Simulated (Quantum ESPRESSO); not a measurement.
Al2Pt under changes of volume

One of the cells (17.202 Å³/atom); the others are scaled copies at fixed shape and fractional positions:

```xyz
3
Lattice="0.0000 2.9550 2.9550 2.9550 0.0000 2.9550 2.9550 2.9550 0.0000" Properties=species:S:1:pos:R:3 pbc="T T T"
Pt    0.0000    0.0000    0.0000
Al    4.4325    4.4325    4.4325
Al    1.4775    1.4775    1.4775
```

| Item | Value |
| --- | --- |
| Program | Quantum ESPRESSO 7.5 |
| Functional | PBEsol |
| Potentials or basis | GBRV 1.5 PBEsol |
| Cutoff | 612 eV |
| Density cutoff | 4898 eV |
| k mesh | 8 × 8 × 8 |
| Occupations | fermi-dirac, width 0.05 eV |
| Spin | no spin polarisation |

```tsv
volume (Å³/atom)	energy over the lowest point (meV/atom)	pressure (GPa)
16.170	22.07	8.3
16.514	7.79	4.8
16.858	0.70	1.6
17.202	0.00	-1.2
17.546	5.12	-3.8
17.890	?	?
18.234	30.27	-8.1
```

What does the run at 17.890 Å³/atom give?

Energy over the lowest point 15.37 meV/atom; pressure -6.0 GPa.

Worked out: A Birch-Murnaghan fit of order 3 (a polynomial in V^(-2/3)) to the other rows has its minimum at 17.07 Å³/atom with B0 = V·E''(V) = 139 GPa and B' = 4.4. It gives 15.37 meV/atom at 17.890 Å³/atom, against the run's 15.37, and -dE/dV = -5.9 GPa, against -6.0.

Energies are extrapolated to zero smearing.
